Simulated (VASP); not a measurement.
# Hg: intraband terms of a metal's spectrum

Hg, P6_3/mmc (no. 194), 2 atoms in the cell. PBE, independent-particle dielectric function; PAW potentials Hg (PBE set).

## Input

INCAR.step1:
```
PREC = Accurate
ENCUT = 280
ISMEAR = 1
SIGMA = 0.1
EDIFF = 1E-7
LASPH = T
KPAR = 4
LWAVE = F
LCHARG = T
LMAXMIX = 4
```

INCAR.step2:
```
PREC = Accurate
ENCUT = 280
ISMEAR = 0
SIGMA = 0.3
EDIFF = 1E-6
LASPH = T
KPAR = 4
LWAVE = T
LCHARG = F
LMAXMIX = 4
ICHARG = 11
NBANDS = 30
NEDOS = 3000
OMEGAMAX = 30
CSHIFT = 0.1
```

INCAR.step3, as INCAR.step2 but for:
```
- LWAVE = T
+ LWAVE = F
+ LOPTICS = T
+ ALGO = None
+ NELM = 1
+ ISTART = 1
```

INCAR.step4, as INCAR.step3 but for:
```
+ WPLASMAI = 0.03
```

INCAR.step5 to INCAR.step6 change the same tag again: WPLASMAI = 0.1, 0.3.

INCAR.step7, as INCAR.step6 but for:
```
- WPLASMAI = 0.3
+ RTIME = 5
```

INCAR.step8, as INCAR.step7 but for:
```
- RTIME = 5
+ RTIME = 1
```

INCAR.step9, as INCAR.step8 but for:
```
- RTIME = 1
+ LNABLA = T
```

INCAR.step10, as INCAR.step9 but for:
```
- ISMEAR = 0
- LNABLA = T
+ ISMEAR = -5
```

KPOINTS.step1:
```
k-points
0
Gamma
  9 9 5
```

KPOINTS.step2:
```
k-points
0
Gamma
  18 18 10
```

POSCAR:
```
Hg
1.0
    3.4618096384      0.0000000000      0.0000000000
   -1.7309048192      2.9980150899      0.0000000000
    0.0000000000      0.0000000000      5.4875482800
Hg
2
Direct
    0.3333333333      0.6666666667      0.2500000000
    0.6666666667      0.3333333333      0.7500000000
```

Commands (each step's output is kept before the next begins):
```
cat potpaw_PBE.64/Hg/POTCAR > POTCAR
cp INCAR.step1 INCAR
cp KPOINTS.step1 KPOINTS
mpirun -np 4 vasp_std > vasp.out
cp INCAR.step2 INCAR
cp KPOINTS.step2 KPOINTS
mpirun -np 4 vasp_std > vasp.out
cp INCAR.step3 INCAR
mpirun -np 4 vasp_std > vasp.out
cp INCAR.step4 INCAR
mpirun -np 4 vasp_std > vasp.out
cp INCAR.step5 INCAR
mpirun -np 4 vasp_std > vasp.out
cp INCAR.step6 INCAR
mpirun -np 4 vasp_std > vasp.out
cp INCAR.step7 INCAR
mpirun -np 4 vasp_std > vasp.out
cp INCAR.step8 INCAR
mpirun -np 4 vasp_std > vasp.out
cp INCAR.step9 INCAR
mpirun -np 4 vasp_std > vasp.out
cp INCAR.step10 INCAR
mpirun -np 4 vasp_std > vasp.out
```

## Result

- Bands: 30

One ground state, settings moved in the last step alone:

| Settings | Plasma frequency (eV) | Im ε at 0.5 eV | Im ε at 1 eV | Im ε at 2 eV | Im ε at 4 eV | Time (s) |
|---|---|---|---|---|---|---|
| interband part alone | 1.65 | 2.1 | 14.6 | 32.5 | 4.9 | 12 |
| Drude term, WPLASMAI 0.03 | 1.65 | 2.8 | 14.7 | 32.5 | 4.9 | 12 |
| Drude term, WPLASMAI 0.1 | 1.65 | 4.2 | 14.9 | 32.5 | 4.9 | 12 |
| Drude term, WPLASMAI 0.3 | 1.65 | 6.9 | 15.4 | 32.6 | 4.9 | 12 |
| relaxation time RTIME 5 fs | 1.65 | 4.8 | 15.0 | 32.5 | 4.9 | 11 |
| relaxation time RTIME 1 fs | 1.65 | 7.4 | 15.9 | 32.7 | 4.9 | 11 |
| transversal form (LNABLA) | 1.67 | 2.1 | 14.9 | 33.0 | 5.0 | 10 |
| tetrahedron method | – | – | – | – | – | no result |

Limits: Spin-orbit coupling is left out, which can matter with atoms this heavy.

VASP 6.6.1 took 101 s on 4 cores (Intel Xeon Platinum 8375C @ 2.90GHz (Ice Lake)), a shared host.
